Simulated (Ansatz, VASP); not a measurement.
# Hf in VASP and in Ansatz

The input INCAR:

```
PREC = Accurate ; ENCUT = 520
EDIFF = 1E-7 ; ISMEAR = 0
SIGMA = 0.15 ; LREAL = False
LASPH = True ; NELM = 100
ALGO = Fast ; ISIF = 2
LWAVE = False ; LCHARG = True
GGA = PE ; LELF = True
LVHAR = True ; NBANDS = 11
```

The input KPOINTS:

```
regular mesh
0
Gamma
  14 14 14
```

POSCAR

```
Hf
1.0
    0.0000000000      2.2426082604      2.2426082604
    2.2426082604      0.0000000000      2.2426082604
    2.2426082604      2.2426082604      0.0000000000
Hf
1
Direct
    0.0000000000      0.0000000000      0.0000000000
```

Input for Ansatz:

```yaml
crystal:
  lattice:
    - [0.0, 2.2426082604, 2.2426082604]
    - [2.2426082604, 0.0, 2.2426082604]
    - [2.2426082604, 2.2426082604, 0.0]
  atoms:
    - { symbol: Hf, position: [0.0, 0.0, 0.0] }
basis:
  ecutwfc: 420
kpoints:
  mp_grid: { grid: [14, 14, 14] }
hamiltonian:
  xc: pbe
scf:
  occupations: { method: gaussian, width: 0.15 }
output:
  forces: true
  stress: true
  eigenvalues: true
  write_density: true
  write_potential: true
  elf: true
  volumetric_format: npy
```

This isn't the form of Hf at room conditions, which is hcp.

Alike in both runs: task single point; functional PBE; k mesh 14 × 14 × 14; occupations gaussian, width 0.15 eV; no spin polarisation.

|  | VASP | Ansatz |
| --- | --- | --- |
| version | VASP 6.6.1 | Ansatz 0.2.0 |
| potentials or method | VASP PAW PBE potentials, release 64 (Hf_pv) | scalar-relativistic, plane waves, PAW |
| plane-wave cutoff (eV) | 520 | 420 |
| valence electrons in the cell | 10 | 26 |

|  | VASP | Ansatz | Ansatz less VASP |
| --- | --- | --- | --- |
| gap on the k mesh at the Fermi level (eV) | none | none | - |
| pressure (GPa) | -0.4 | 0.1 | +0.44 |

A gap of «none» marks a metal or a gap that the smearing closes. The two sets of potentials don't hold the same shells in valence.

Spin-orbit coupling is left out, which matters for the levels of Hf.
